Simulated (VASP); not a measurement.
# AlRu (Pm-3m) in VASP: relaxation of cell and atoms with PBEsol

Aim: the relaxation of cell and atoms of AlRu with PBEsol.

Program: VASP 6.6.1. These are calculated values, not measurements. Logs are shortened: lines on timing, memory, paths and dates and some standing lists are left out, and cuts for length are marked.

**1. The crystal as given**

It takes space group Pm-3m (No. 221, cubic). Conventional cell: a = 2.990 Å, b = 2.990 Å, c = 2.990 Å, α = 90.00°, β = 90.00°, γ = 90.00°. Around Ru (site symmetry m-3m) lie 8 Al at 2.59 Å. Al (site symmetry m-3m) is surrounded by 8 Ru at 2.59 Å.

The cell was built by a generator and needn't be a form met in nature.

**2. Relaxation of cell and atoms, PBEsol**

INCAR

```
SYSTEM = AlRu
  ALGO = Normal
  EDIFF = 1E-6
  EDIFFG = -0.005
  ENCUT = 600
  GGA = PS
  IBRION = 2
  ISIF = 3
  ISMEAR = 1
  KPAR = 8
  LASPH = .True.
  LCHARG = .False.
  LREAL = .False.
  LWAVE = .False.
  NELM = 60
  NSW = 60
  PREC = Accurate
  SIGMA = 0.2
```

KPOINTS

```
k-points
0
Gamma
  18 18 18
  0 0 0
```

POSCAR

```
AlRu
1.0
    2.9900000000      0.0000000000      0.0000000000
    0.0000000000      2.9900000000      0.0000000000
    0.0000000000      0.0000000000      2.9900000000
Ru Al
1 1
Direct
    0.0000000000      0.0000000000      0.0000000000
    0.5000000000      0.5000000000      0.5000000000
```

Potentials or basis: VASP PAW PBE potentials, release 64 (Ru_pv, Al).

Run with:

```bash
> cat potpaw_PBE.64/Ru_pv/POTCAR potpaw_PBE.64/Al/POTCAR > POTCAR
> mpirun -np 8 vasp_std > vasp.out
```

OUTCAR:

```text
SYSTEM = AlRu
   EDIFF = 1E-6
   EDIFFG = -0.005
   ENCUT = 600
   GGA = PS
   IBRION = 2
   ISIF = 3
   ISMEAR = 1
   LASPH = .True.
   LREAL = .False.
   NELM = 60
   NSW = 60
   PREC = Accurate

 ion  position               nearest neighbor table
   1  0.000  0.000  0.000-   2 2.59   2 2.59   2 2.59   2 2.59   2 2.59   2 2.59   2 2.59   2 2.59

   2  0.500  0.500  0.500-   1 2.59   1 2.59   1 2.59   1 2.59   1 2.59   1 2.59   1 2.59   1 2.59

  LATTYP: Found a simple cubic cell.
 ALAT       =     2.9900000000

  Lattice vectors:

 A1 = (   2.9900000000,   0.0000000000,   0.0000000000)
 A2 = (   0.0000000000,   2.9900000000,   0.0000000000)
 A3 = (   0.0000000000,   0.0000000000,   2.9900000000)

Analysis of symmetry for initial positions (statically):
=====================================================================
 Subroutine PRICEL returns:
 Original cell was already a primitive cell.

 Routine SETGRP: Setting up the symmetry group for a
 simple cubic supercell.

 Subroutine GETGRP returns: Found 48 space group operations
 (whereof 48 operations were pure point group operations)
 out of a pool of 48 trial point group operations.

The static configuration has the point symmetry O_h .

Analysis of symmetry for dynamics (positions and initial velocities):
=====================================================================
 Subroutine PRICEL returns:
 Original cell was already a primitive cell.

 Routine SETGRP: Setting up the symmetry group for a
 simple cubic supercell.

 Subroutine GETGRP returns: Found 48 space group operations
 (whereof 48 operations were pure point group operations)
 out of a pool of 48 trial point group operations.

The dynamic configuration has the point symmetry O_h .

 Subroutine INISYM returns: Found 48 space group operations
 (whereof 48 operations are pure point group operations),
 and found     1 'primitive' translations

----------------------------------------------------------------------------------------

                                     Primitive cell

  volume of cell :      26.7309

  direct lattice vectors                    reciprocal lattice vectors
     2.990000000  0.000000000  0.000000000     0.334448161  0.000000000  0.000000000
     0.000000000  2.990000000  0.000000000     0.000000000  0.334448161  0.000000000
     0.000000000  0.000000000  2.990000000     0.000000000  0.000000000  0.334448161

  length of vectors
     2.990000000  2.990000000  2.990000000     0.334448161  0.334448161  0.334448161

  position of ions in fractional coordinates (direct lattice)
     0.000000000  0.000000000  0.000000000
[... 103 lines left out ...]
   GGA     = PS    functional components
   LHFCALC =     F    Hartree Fock is set to
   AEXX    =    0.0000 exact exchange contribution
   IVDW    =     0    specifies the selected vdW correction
   LEPSILON=     F    determine dielectric tensor
   LRPA    =     F    only Hartree local field effects (RPA)
 conjugate gradient relaxation of ions
 non-spin polarized calculation
 Methfessel and Paxton  Order N= 1 SIGMA  =   0.20
  energy-cutoff  :      600.00
  volume of cell :       26.73
 maximum number of plane-waves:       912
 NGX is ok and might be reduce to    24
   NGX = 11   NGY = 11   NGZ = 11

--------------------------------------- Ionic step        1  -------------------------------------------

 number of electron      16.9999995 magnetization

 Free energy of the ion-electron system (eV)
  ---------------------------------------------------
  ext. energy  EPLUGINS =         0.00000000
  ---------------------------------------------------
  free energy    TOTEN  =       -15.51812389 eV

  energy without entropy =      -15.51848887  energy(sigma->0) =      -15.51824555

------------------------ aborting loop because EDIFF is reached ----------------------------------------

  FORCE on cell =-STRESS in cart. coord.  units (eV):
  Direction    XX          YY          ZZ          XY          YZ          ZX
  --------------------------------------------------------------------------------------
  -------------------------------------------------------------------------------------
  Total       -0.4974999     -0.4974999     -0.4974999      0.0000000      0.0000000     -0.0000000
  in kB      -29.8187886    -29.8187886    -29.8187886      0.0000000      0.0000000     -0.0000000
  external PRESSURE =     -29.8187886 kB  Pullay stress =       0.0000000 kB
[... 59 lines left out ...]
--------------------------------------- Ionic step        3  -------------------------------------------

 number of electron      16.9999996 magnetization

 Free energy of the ion-electron system (eV)
  ---------------------------------------------------
  ext. energy  EPLUGINS =         0.00000000
  ---------------------------------------------------
  free energy    TOTEN  =       -15.52163946 eV

  energy without entropy =      -15.52203841  energy(sigma->0) =      -15.52177245

 E-fermi :  10.8119     XC(G=0): -12.7672

 val. band max:       10.8116088316   @ k =   0.3889   0.3333   0.2222
 cond. band min:      10.8130358824   @ k =   0.0556   0.0556   0.0556
 fundamental gap:      0.0014270507
 Fermi energy:        10.8119161120

 k-point     1 :       0.0000    0.0000    0.0000
  band No.  band energies     occupation
      1     -30.9039      2.00000
      2     -30.9039      2.00000
      3     -30.9039      2.00000
      4       1.0419      2.00000
      5       7.1388      2.00000
      6       7.1388      2.00000
      7      11.0086     -0.04668
      8      11.0086     -0.04668
      9      11.0086     -0.04668
     10      16.9639      0.00000
     11      16.9639      0.00000
     12      16.9639      0.00000
[... 331 lines left out ...]
 k-point    24 :       0.3333    0.1111    0.0000
  band No.  band energies     occupation
      1     -31.0689      2.00000
      2     -30.9151      2.00000
      3     -30.8873      2.00000
      4       3.2342      2.00000
      5       6.9450      2.00000
      6       7.8312      2.00000
      7       9.3784      2.00000
      8       9.5877      2.00000
      9      10.9564      0.06514
     10      13.4936     -0.00000
     11      18.3233      0.00000
     12      19.9785      0.00000

 [... further k-points ...]

------------------------ aborting loop because EDIFF is reached ----------------------------------------

  FORCE on cell =-STRESS in cart. coord.  units (eV):
  Direction    XX          YY          ZZ          XY          YZ          ZX
  --------------------------------------------------------------------------------------
  -------------------------------------------------------------------------------------
  Total       -0.0041732     -0.0041732     -0.0041732      0.0000000      0.0000000      0.0000000
  in kB       -0.2536290     -0.2536290     -0.2536290      0.0000000      0.0000000      0.0000000
  external PRESSURE =      -0.2536290 kB  Pullay stress =       0.0000000 kB
[... 17 lines left out ...]
  FREE ENERGIE OF THE ION-ELECTRON SYSTEM (eV)
  ---------------------------------------------------
  free  energy   TOTEN  =       -15.5216394620 eV

  energy  without entropy=      -15.5220384139  energy(sigma->0) =      -15.52177245

 reached required accuracy - stopping structural energy minimisation
```

OSZICAR:

```text
N       E                     dE             d eps       ncg     rms          rms(c)
DAV:   1     0.122923684501E+03    0.12292E+03   -0.10080E+04  5288   0.148E+03
DAV:   2    -0.136601395574E+02   -0.13658E+03   -0.13153E+03  5760   0.370E+02
[... 21 lines left out ...]
DAV:   1    -0.157018397127E+02   -0.18933E+00   -0.26343E+00  5432   0.233E+01    0.365E+00
DAV:   2    -0.155441976271E+02    0.15764E+00   -0.11251E+00  5552   0.126E+01    0.141E+00
DAV:   3    -0.155217865477E+02    0.22411E-01   -0.69834E-02  5544   0.311E+00    0.270E-01
DAV:   4    -0.155216007014E+02    0.18585E-03   -0.52762E-03  5540   0.502E-01    0.707E-02
DAV:   5    -0.155216204740E+02   -0.19773E-04   -0.29926E-04  6356   0.204E-01    0.509E-02
DAV:   6    -0.155216394340E+02   -0.18960E-04   -0.27974E-05  5880   0.568E-02    0.963E-03
DAV:   7    -0.155216394620E+02   -0.27993E-07   -0.28899E-06  6164   0.172E-02
   3 F= -.15521639E+02 E0= -.15521772E+02  d E =-.351557E-02
```

CONTCAR:

```text
AlRu
   1.00000000000000
     2.9761875401722313    0.0000000000000000   -0.0000000000000000
     0.0000000000000000    2.9761875401722313    0.0000000000000000
    -0.0000000000000000    0.0000000000000000    2.9761875401722313
  Ru              Al
     1     1
Direct
     0.0000000000000000    0.0000000000000000    0.0000000000000000
     0.5000000000000000    0.5000000000000000    0.5000000000000000

  0.00000000E+00  0.00000000E+00  0.00000000E+00
  0.00000000E+00  0.00000000E+00  0.00000000E+00
```

Run time: 34 s. Hardware: 8 MPI ranks of Intel Xeon Platinum 8259CL at 2.50GHz (Skylake/Cascade Lake), shared host; peak memory 0.22 GiB.

What came out:

| Item | Value |
| --- | --- |
| Free energy | -15.5216 eV |
| Relaxed volume | 13.18 Å³/atom |
| Relaxed cell | a = 2.976 Å, b = 2.976 Å, c = 2.976 Å, α = 90.00°, β = 90.00°, γ = 90.00° |
| Space group after relaxing (to 0.05 Å) | Pm-3m (No. 221) |
| Energy gained by relaxing | 1.8 meV/atom |
| Ionic steps | 3 |
| Pressure after relaxing | 0.0 GPa |
| Band gap on the k mesh | none (metal or under the smearing width) |

The path:
```
step  energy change (eV)  largest force (eV/Å)  pressure (GPa)  volume (Å³)
   1              0.0000                0.0000           -2.98        26.73
   2              0.0056                0.0000            5.14        25.78
   3             -0.0035                0.0000           -0.03        26.36
```

Final structure:
```
Ru Al
1.0
     2.97619    0.00000    0.00000
     0.00000    2.97619    0.00000
     0.00000    0.00000    2.97619
Ru Al
1 1
Direct
  0.00000 0.00000 0.00000
  0.50000 0.50000 0.50000
```

Levels at points of the mesh, in eV from the Fermi level:
```csv
k point,band 7,band 8,band 9,band 10,band 11,band 12
"(0.00, 0.00, 0.00)",0.20,0.20,0.20,6.15,6.15,6.15
"(0.50, 0.00, 0.00)",-1.63,-1.63,0.46,2.34,7.45,11.08
"(0.50, 0.50, 0.00)",-1.37,-1.19,-1.19,1.57,5.38,6.44
"(0.50, 0.50, 0.50)",1.67,1.67,2.70,4.14,4.14,4.14
```

Caveat: the PAW data sets were made with another functional, which shifts forces and pressure a little.
